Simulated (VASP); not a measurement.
# ZnS (P1) in VASP: relaxation of the atoms with LDA

Aim: the relaxation of the atoms of ZnS with LDA.

All numbers are computed with VASP 6.6.1; they aren't measurements. Logs are shortened: lines on timing, memory, paths and dates and some standing lists are left out, and cuts for length are marked.

## (1) The cell of the first run

The typed cell holds 8 atoms: a = 3.811 Å, b = 6.601 Å, c = 7.307 Å, α = 116.85°, β = 105.12°, γ = 90.00°.

## (2) Relaxation of the atoms, LDA (all atoms moved at random, sigma 0.1 Å a component)

The input, INCAR:

```
PREC = Accurate
ENCUT = 520
EDIFF = 1E-6
ISMEAR = 0
SIGMA = 0.05
LREAL = False
LASPH = True
NELM = 80
ALGO = Normal
ISIF = 2
LWAVE = False
LCHARG = False
GGA = CA
IBRION = 2
NSW = 40
EDIFFG = -0.02
```

The input, KPOINTS:

```
regular mesh
0
Gamma
  7 5 5
```

The input, POSCAR:

```
ZnS
1.0
   -3.8109987800      0.0000000000      0.0000000000
    0.0000000000      6.6008435200      0.0000000000
    1.9054993900     -3.3004217600     -6.2340000000
Zn S
4 4
Direct
    0.0019459000      0.3251803700      0.9804800700
    0.4947051100      0.8272732300      0.9897615900
    0.3009738400      0.9338614200      0.5201999100
    0.7589119300      0.4215565900      0.4976783400
    0.7844058400      0.1591372800      0.6129065100
    0.2761676900      0.6274309400      0.6275848700
    0.0356238900      0.7274688500      0.1337027800
    0.5772658000      0.2080913100      0.0976859200
```

Potentials or basis: VASP PAW LDA potentials, release 64 (Zn, S).

Run with:

```
$ cat potpaw_LDA.64/Zn/POTCAR potpaw_LDA.64/S/POTCAR > POTCAR
$ mpirun -np 1 vasp_std > vasp.out
```

OUTCAR:

```text
PREC = Accurate
   ENCUT = 520
   EDIFF = 1E-6
   ISMEAR = 0
   LREAL = False
   LASPH = True
   NELM = 80
   ISIF = 2
   GGA = CA
   IBRION = 2
   NSW = 40
   EDIFFG = -0.02

 ion  position               nearest neighbor table
   1  0.002  0.325  0.980-   8 2.30   5 2.30   7 2.36   8 2.40
   2  0.495  0.827  0.990-   8 2.26   6 2.27   7 2.30   7 2.49
   3  0.301  0.934  0.520-   5 2.12   7 2.43   6 2.49   5 2.52
   4  0.759  0.422  0.498-   6 2.12   5 2.23   6 2.42   8 2.50
   5  0.784  0.159  0.613-   3 2.12   4 2.23   1 2.30   3 2.52
   6  0.276  0.627  0.628-   4 2.12   2 2.27   4 2.42   3 2.49
   7  0.036  0.727  0.134-   2 2.30   1 2.36   3 2.43   2 2.49
   8  0.577  0.208  0.098-   2 2.26   1 2.30   1 2.40   4 2.50

  LATTYP: Found a body centered orthorhombic cell.
 ALAT       =     3.8109987800
 B/A-ratio  =     1.7320508090
 C/A-ratio  =     3.2715833092

  Lattice vectors:

 A1 = (  -1.9054993900,   3.3004217600,   6.2340000000)
 A2 = (   1.9054993900,  -3.3004217600,   6.2340000000)
 A3 = (   1.9054993900,   3.3004217600,  -6.2340000000)

Analysis of symmetry for initial positions (statically):
=====================================================================
 Subroutine PRICEL returns:
 Original cell was already a primitive cell.

 Routine SETGRP: Setting up the symmetry group for a
 body centered orthorhombic supercell.

 Subroutine GETGRP returns: Found  1 space group operations
 (whereof  1 operations were pure point group operations)
 out of a pool of  8 trial point group operations.

The static configuration has the point symmetry C_1 .

Analysis of symmetry for dynamics (positions and initial velocities):
=====================================================================
 Subroutine PRICEL returns:
 Original cell was already a primitive cell.

 Routine SETGRP: Setting up the symmetry group for a
 body centered orthorhombic supercell.

 Subroutine GETGRP returns: Found  1 space group operations
 (whereof  1 operations were pure point group operations)
 out of a pool of  8 trial point group operations.

The dynamic configuration has the point symmetry C_1 .

 Subroutine INISYM returns: Found  1 space group operations
 (whereof  1 operations are pure point group operations),
 and found     1 'primitive' translations

----------------------------------------------------------------------------------------

                                     Primitive cell

  volume of cell :     156.8213

  direct lattice vectors                    reciprocal lattice vectors
    -3.810998780  0.000000000  0.000000000    -0.262398405  0.000000000 -0.080205326
     0.000000000  6.600843520  0.000000000     0.000000000  0.151495789 -0.080205326
     1.905499390 -3.300421760 -6.234000000     0.000000000  0.000000000 -0.160410651

  length of vectors
     3.810998780  6.600843520  7.306604390     0.274382611  0.171417235  0.160410651

  position of ions in fractional coordinates (direct lattice)
     0.001945900  0.325180370  0.980480070
     0.494705110  0.827273230  0.989761590
     0.300973840  0.933861420  0.520199910
     0.758911930  0.421556590  0.497678340
     0.784405840  0.159137280  0.612906510
     0.276167690  0.627430940  0.627584870
     0.035623890  0.727468850  0.133702780
     0.577265800  0.208091310  0.097685920

  ion indices of the primitive-cell ions
   primitive index   ion index
                 1           1
                 2           2
                 3           3
                 4           4
                 5           5
                 6           6
                 7           7
                 8           8

----------------------------------------------------------------------------------------

 KPOINTS: regular mesh

[... 33 lines left out ...]
|                                                                             |
 -----------------------------------------------------------------------------

 WARNING: IBZKPT: internal override: KBLOWUP is changed to .FALSE.
      ... skipping the blow-up phase ...

 Subroutine IBZKPT returns following result:
 ===========================================

 Found     88 irreducible k-points:

 Following reciprocal coordinates:
            Coordinates               Weight
  0.000000  0.000000  0.000000      1.000000
  0.142857  0.000000  0.000000      2.000000
  0.285714  0.000000 -0.000000      2.000000
  0.428571  0.000000 -0.000000      2.000000
  0.000000  0.200000  0.000000      2.000000
  0.142857  0.200000  0.000000      2.000000
[... 16 lines left out ...]
 -0.428571  0.000000  0.200000      2.000000
 -0.285714  0.000000  0.200000      2.000000
 [... further k-points ...]
   k-points           NKPTS =     88   k-points in BZ     NKDIM =     88   number of bands    NBANDS=     43
   number of dos      NEDOS =    301   number of ions     NIONS =      8
   total plane-waves  NPLWV =  75600
   dimension x,y,z NGX =    28 NGY =   50 NGZ =   54
   dimension x,y,z NGXF=    56 NGYF=  100 NGZF=  108
   ions per type =               4   4
   NGX,Y,Z   is equivalent  to a cutoff of  12.21, 12.59, 12.29 a.u.
   NGXF,Y,Z  is equivalent  to a cutoff of  24.43, 25.19, 24.57 a.u.
 SYSTEM =  unknown system
   PREC   = accura    normal or accurate (medium, high low for compatibility)
   ISTART =      0    job   : 0-new  1-cont  2-samecut
   ICHARG =      2    charge: 1-file 2-atom 10-const
   ISPIN  =      1    spin polarized calculation?
   LNONCOLLINEAR =      F non collinear calculations
   LSORBIT =      F    spin-orbit coupling
   LASPH  =      T    aspherical Exc in radial PAW
   ENCUT  =  520.0 eV  38.22 Ry    6.18 a.u.   7.09 12.27 13.59*2*pi/ulx,y,z
   NELM   =     80;   NELMIN=  2; NELMDL= -5     # of ELM steps
   EDIFF  = 0.1E-05   stopping-criterion for ELM
   LREAL  =      F    real-space projection
   EDIFFG = -.2E-01   stopping-criterion for IOM
   NSW    =     40    number of steps for IOM
   IBRION =      2    ionic relax: 0-MD 1-quasi-New 2-CG
   NFREE  =      1    steps in history (QN), initial steepest desc. (CG)
   ISIF   =      2    stress and relaxation
   ISYM   =      2    0-nonsym 1-usesym 2-fastsym
   POTIM  = 0.5000    time-step for ionic-motion
   TEBEG  =    0.0;   TEEND  =   0.0 temperature during run
   PSTRESS=    0.0 pullay stress
   NELECT =      72.0000    total number of electrons
   NUPDOWN=      -1.0000    fix difference up-down
   EMIN   =  10.00;   EMAX   =-10.00  energy-range for DOS
   EFERMI =   0.00;   METHOD = LEGACY
   ISMEAR =     0;   SIGMA  =   0.05  broadening in eV -4-tet -1-fermi 0-gaus
   EFERMI_NEDOS =   21; number of points for ismear=-14 and -15
   IALGO  =     38    algorithm
   IMIX   =      4    mixing-type and parameters
     AMIX     =   0.40;   BMIX     =  1.00
     AMIX_MAG =   1.60;   BMIX_MAG =  1.00
  volume/ion in A,a.u.               =      19.60       132.29
  Fermi-wavevector in a.u.,A,eV,Ry     =   1.262944  2.386617 21.701656  1.595027
  Thomas-Fermi vector in A             =   2.396326
   LORBIT       =      0    0 simple, 1 ext, 2 COOP (PROOUT), +10 PAW based schemes
   GGA     = CA    functional components
   LHFCALC =     F    Hartree Fock is set to
   AEXX    =    0.0000 exact exchange contribution
   IVDW    =     0    specifies the selected vdW correction
   LEPSILON=     F    determine dielectric tensor
   LRPA    =     F    only Hartree local field effects (RPA)
 conjugate gradient relaxation of ions
 non-spin polarized calculation
 Gauss-broadening in eV      SIGMA  =   0.05
  energy-cutoff  :      520.00
  volume of cell :      156.82
 maximum number of plane-waves:      4241
   NGX = 15   NGY = 25   NGZ = 27

--------------------------------------- Ionic step        1  -------------------------------------------

 number of electron      71.9999993 magnetization

 Free energy of the ion-electron system (eV)
  ---------------------------------------------------
  ext. energy  EPLUGINS =         0.00000000
  ---------------------------------------------------
  free energy    TOTEN  =       -31.96182786 eV

  energy without entropy =      -31.96182786  energy(sigma->0) =      -31.96182786

------------------------ aborting loop because EDIFF is reached ----------------------------------------

  FORCE on cell =-STRESS in cart. coord.  units (eV):
  Direction    XX          YY          ZZ          XY          YZ          ZX
  --------------------------------------------------------------------------------------
  -------------------------------------------------------------------------------------
  Total       -1.3423338     -1.8122649     -3.2002588     -2.8011364     -0.8964048      1.9838473
  in kB      -13.7140604    -18.5151495    -32.6956995    -28.6180338     -9.1581910     20.2681346
  external PRESSURE =     -21.6416365 kB  Pullay stress =       0.0000000 kB
[... 107 lines left out ...]
  FREE ENERGIE OF THE ION-ELECTRON SYSTEM (eV)
  ---------------------------------------------------
  free  energy   TOTEN  =       -32.6161086210 eV

  energy  without entropy=      -32.6161086210  energy(sigma->0) =      -32.61610862

[... ionic steps 4 to 11 ...]

--------------------------------------- Ionic step       12  -------------------------------------------

 number of electron      71.9999991 magnetization

------------------------ aborting loop because EDIFF is reached ----------------------------------------
[... 79 lines left out ...]
--------------------------------------- Ionic step       14  -------------------------------------------

 number of electron      71.9999987 magnetization

 Free energy of the ion-electron system (eV)
  ---------------------------------------------------
  ext. energy  EPLUGINS =         0.00000000
  ---------------------------------------------------
  free energy    TOTEN  =       -32.70988822 eV

  energy without entropy =      -32.70988822  energy(sigma->0) =      -32.70988822

 E-fermi :   2.2277     XC(G=0): -10.0621

 val. band max:        2.0021252322   @ k =   0.0000   0.0000   0.0000
 cond. band min:       3.9918280857   @ k =   0.0000   0.0000   0.0000
 fundamental gap:      1.9897028535
 Fermi energy:         2.2276689629

 k-point     1 :       0.0000    0.0000    0.0000
  band No.  band energies     occupation
      1     -11.1750      2.00000
      2     -10.2028      2.00000
      3     -10.0438      2.00000
      4     -10.0435      2.00000
      5      -4.5237      2.00000
      6      -4.5132      2.00000
[... 1093 lines left out ...]
     42       7.8549      0.00000
     43       8.0226      0.00000

 [... further k-points ...]

------------------------ aborting loop because EDIFF is reached ----------------------------------------

  FORCE on cell =-STRESS in cart. coord.  units (eV):
  Direction    XX          YY          ZZ          XY          YZ          ZX
  --------------------------------------------------------------------------------------
  -------------------------------------------------------------------------------------
  Total       -3.8679894     -3.8722820     -3.5935666     -0.0114602     -0.0061304      0.0035682
  in kB      -39.5176231    -39.5614783    -36.7139607     -0.1170836     -0.0626320      0.0364550
  external PRESSURE =     -38.5976874 kB  Pullay stress =       0.0000000 kB
[... 23 lines left out ...]
  FREE ENERGIE OF THE ION-ELECTRON SYSTEM (eV)
  ---------------------------------------------------
  free  energy   TOTEN  =       -32.7098882150 eV

  energy  without entropy=      -32.7098882150  energy(sigma->0) =      -32.70988822

 reached required accuracy - stopping structural energy minimisation
```

It took 40 min on 1 thread of Intel Xeon 6975P-C (Granite Rapids), shared host; peak memory 0.53 GiB.

Results:

```
Free energy                  : -32.7099 eV
Energy gained by relaxing    : 93.5 meV/atom
Ionic steps                  : 14
Pressure after relaxing      : -3.9 GPa
Largest force after relaxing : 0.012 eV/Å
Band gap on the k mesh       : 1.99 eV, direct
```

Forces in eV/Å, atoms in the order of the input:
```
Zn   0.006  0.005  0.000
Zn  -0.003  0.005  0.005
Zn   0.001 -0.012  0.003
Zn   0.001 -0.010  0.001
S   -0.003  0.003 -0.001
S   -0.006  0.002  0.001
S    0.006  0.001 -0.003
S   -0.002  0.006 -0.006
```

The path:
```tsv
step	energy change (eV)	largest force (eV/Å)	pressure (GPa)
1	0.0000	2.3632	-2.16
2	-0.5851	0.7737	-3.76
3	-0.6543	0.5823	-3.86
4	-0.6564	0.5937	-3.88
5	-0.7004	0.2697	-3.91
6	-0.7095	0.3170	-3.87
7	-0.7213	0.2013	-3.89
8	-0.7277	0.1857	-3.87
9	-0.7363	0.1359	-3.86
10	-0.7444	0.1104	-3.85
11	-0.7446	0.1280	-3.85
12	-0.7478	0.0360	-3.86
13	-0.7478	0.0333	-3.86
14	-0.7481	0.0122	-3.86
```

Final structure:
```xyz
8
Lattice="-3.8110 0.0000 0.0000 0.0000 6.6008 0.0000 1.9055 -3.3004 -6.2340" Properties=species:S:1:pos:R:3 pbc="T T T"
Zn   -1.9082   -1.1043   -6.2022
Zn   -0.0010    2.1955   -6.2035
Zn    0.0011    4.4053   -3.0864
Zn   -1.9033    1.1053   -3.0849
S    -1.9042   -1.0967   -3.8650
S     0.0024    2.2033   -3.8658
S    -0.0018    4.3969   -0.7485
S    -1.9072    1.0963   -0.7474
```

Levels at points of the mesh, in eV from the valence-band top:
| k point | band 32 | band 33 | band 34 | band 35 | band 36 | band 37 | band 38 | band 39 | band 40 | band 41 |
| --- | --- | --- | --- | --- | --- | --- | --- | --- | --- | --- |
| (0.00, 0.00, 0.00) | -0.92 | -0.92 | -0.07 | 0.00 | 0.00 | 1.99 | 2.89 | 3.34 | 3.35 | 5.07 |
